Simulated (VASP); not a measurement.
Set up this calculation in VASP 6.6.1, as the native input.

```yaml
Task: relaxation of cell and atoms
Functional: r2SCAN
Dispersion: rVV10
Potentials_or_basis: VASP PAW PBE potentials, release 64 (W_sv, S)
Cutoff: 600 eV
k_mesh: 12 × 12 × 3
Occupations: gaussian, width 0.03 eV
Spin: no spin polarisation
Further_INCAR_settings: ALGO = Normal; EDIFF = 1e-07; IBRION = 2; EDIFFG = -0.005; NSW = 90; ISIF = 3
```

The structure of WS2 lies in POSCAR:

```
WS2                                     
1.0
    3.1736726308      0.0000000000      0.0000000000
   -1.5868363154      2.7484811175      0.0000000000
   -0.0000000000     -0.0000000000     12.5015969966
  W               S             
     2     4
Direct
     0.3333333300000021    0.6666666699999979    0.2500000000000000
     0.6666666699999979    0.3333333300000021    0.7500000000000000
     0.3333333300000021    0.6666666699999979    0.6249561996329532
     0.6666666699999979    0.3333333300000021    0.1249561996329533
     0.3333333300000021    0.6666666699999979    0.8750438003670468
     0.6666666699999979    0.3333333300000021    0.3750438003670467
```

The input as run:

INCAR

```
SYSTEM = WS2
  PREC = Accurate
  ENCUT = 600
  EDIFF = 1E-7
  ISMEAR = 0
  SIGMA = 0.03
  LREAL = .False.
  LASPH = .True.
  NELM = 80
  ALGO = Normal
  ISIF = 3
  LWAVE = .False.
  LCHARG = .False.
  METAGGA = R2SCAN
  LMIXTAU = .True.
  LUSE_VDW = .True.
  IVDW_NL = 2
  BPARAM = 11.95
  CPARAM = 0.0093
  IBRION = 2
  NSW = 90
  EDIFFG = -0.005
  KPAR = 2
```

KPOINTS

```
Automatic mesh
0
Gamma
  12 12 3
  0 0 0
```

Potentials or basis: VASP PAW PBE potentials, release 64 (W_sv, S).

The run is started by

```sh
$ cat potpaw_PBE.64/W_sv/POTCAR potpaw_PBE.64/S/POTCAR > POTCAR
$ mpirun -np 2 vasp_std > vasp.out
```

It gave:

```json
{"Energy gained by relaxing": "0.0 meV/atom", "Ionic steps": "2", "Pressure after relaxing": "0.0 GPa", "Band gap on the k mesh": "1.15 eV, indirect (least direct gap 1.89 eV)"}
```

Caveat: the PAW data sets were made with another functional, which shifts forces and pressure a little; spin-orbit coupling is left out, which moves the levels of the heavy elements; an odd mesh through Γ misses points on the zone boundary, where band edges often lie.

It took 8.4 min on 2 MPI ranks on Intel(R) Xeon(R) 6975P-C (Granite Rapids), with other jobs on the host, peak memory 0.64 GiB a rank.
